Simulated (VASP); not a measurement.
Here is a VASP 6.6.1 calculation.

INCAR

```
SYSTEM = ZnS
PREC     = Accurate       ! precision mode
ENCUT    = 520            ! plane-wave cutoff, eV
EDIFF    = 1E-7           ! SCF threshold, eV
ISMEAR   = -1             ! smearing method
SIGMA    = 0.05           ! smearing width, eV
LREAL    = .False.        ! projectors in reciprocal space
LASPH    = .True.         ! aspherical terms in the spheres
NELM     = 80             ! most SCF steps
ALGO     = Normal         ! electronic algorithm
ISIF     = 2              ! what is computed and relaxed
LWAVE    = .False.        ! write WAVECAR
LCHARG   = .False.        ! write CHGCAR
GGA      = PS             ! functional
NBANDS   = 16             ! bands
```

The input KPOINTS:

```
Automatic mesh
0
Gamma
  9 9 9
  0 0 0
```

File POSCAR:

```
ZnS
1.0
    0.0000000000      2.7020000000      2.7020000000
    2.7020000000      0.0000000000      2.7020000000
    2.7020000000      2.7020000000      0.0000000000
Zn S
1 1
Direct
    0.7500000000      0.7500000000      0.7500000000
    0.0000000000      0.0000000000      0.0000000000
```

Potentials or basis: VASP PAW PBE potentials, release 64 (Zn, S).

The run is started by

```bash
$ cat potpaw_PBE.64/Zn/POTCAR potpaw_PBE.64/S/POTCAR > POTCAR
$ mpirun -np 1 vasp_std > vasp.out
```

Estimate the band gap on the k mesh.

1.98 eV, direct.

What does it give for the pressure?

-1.8 GPa.

Caveat: the PAW data sets were made with another functional, which shifts forces and pressure a little.

**Measured values to compare with.**

“Electronic, vibrational, and thermodynamic properties of ZnS (zincblende and rocksalt structure)”, 2009, arxiv:0911.5022 quotes, for a bulk crystal of ZnS at 19 K: band gap 3.85 eV (direct).

Measured gap of ZnS: 3.85 eV (direct; 19 K; quoted in “Electronic, vibrational, and thermodynamic properties of ZnS (zincblende and rocksalt structure)”, 2009, arxiv:0911.5022). This calculation gives 1.98 eV (-1.87 eV). The value is that of PBEsol, without temperature or zero-point motion. Semilocal functionals fall short of measured gaps as a rule.
